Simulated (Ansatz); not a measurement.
Squeezing Cs (omega type)

```xyz
3
Lattice="8.8322 0.0000 0.0000 -4.4161 7.6489 0.0000 0.0000 0.0000 5.2529" Properties=species:S:1:pos:R:3 pbc="T T T"
Cs    0.0000    0.0000    0.0000
Cs    0.0000    5.0992    2.6264
Cs    4.4161    2.5496    2.6264
```

The cell comes from a relaxation on PAW files under the same functional, begun from a prototype that needn't be the stable phase.

Its volume is scaled, and at each volume shape and atoms are relaxed on PAW files; all methods then take that cell.

Level of theory: DFT with PBE, scalar-relativistic, in Ansatz 0.2.0; a Γ-centred 4×4×6 k mesh, Fermi–Dirac smearing of 0.08 eV, no spin polarisation. LAPW: all electrons, basis error target 1 meV/atom; PAW: frozen-core files, cutoff 420 eV; crystal datasets: all electrons, by PAW datasets that the program makes for each cell; norm-conserving: pseudopotentials, cutoff 680 eV; PAW (partial waves polarizable): frozen-core files, cutoff 420 eV.

Energies are extrapolated to zero smearing and count from the unscaled cell; pressure is positive in compression; gaps take the mesh and a band path. No temperature or zero-point motion is included.

Spin–orbit coupling is left out, which matters for the heavy atoms.

| V/V0 | V (Å³/atom) | P LAPW (GPa) | ΔE LAPW (eV/atom) | P PAW − LAPW (GPa) | ΔE PAW − LAPW (meV/atom) | space group | shortest distance (Å) |
| --- | --- | --- | --- | --- | --- | --- | --- |
| 1.00 | 118.29 | 0.00 | 0.000 | 0.00 | 0.0 | P6/mmm | 5.099 |
| 0.90 | 106.46 | 0.23 | 0.008 | 0.00 | 0.0 | P6/mmm | ? |
| 0.60 | 70.97 | 2.08 | ? | 0.00 | -0.1 | P6/mmm | 4.301 |
| 0.50 | 59.14 | 3.51 | 0.425 | 0.00 | -0.1 | P6/mmm | 4.047 |
| 0.40 | 47.32 | 5.50 | 0.755 | 0.00 | -0.1 | P6/mmm | 3.757 |

What belongs in the row "0.60", column "ΔE LAPW (eV/atom)"?

0.221.

Fill in "shortest distance (Å)" for the row "0.90".

4.923.

From the table, what is the rise of the enthalpy H = E + pV up to the last row, and how stiff is the crystal between the last two rows?

ΔH = 0.755 eV + (5.50 GPa × 47.32 Å³ + 0.00 GPa × 118.29 Å³) × 0.006242 eV/(GPa·Å³) = 2.38 eV/atom, of which pV makes 68 %. The mean bulk modulus there is −ΔP/Δln V = 8.88 GPa.

At the smallest volume, how far do crystal datasets and norm-conserving and PAW (partial waves polarizable) lie from LAPW in pressure?

crystal datasets: 0.00 GPa; norm-conserving: +0.01 GPa; PAW (partial waves polarizable): 0.00 GPa, on a LAPW pressure of 5.50 GPa.
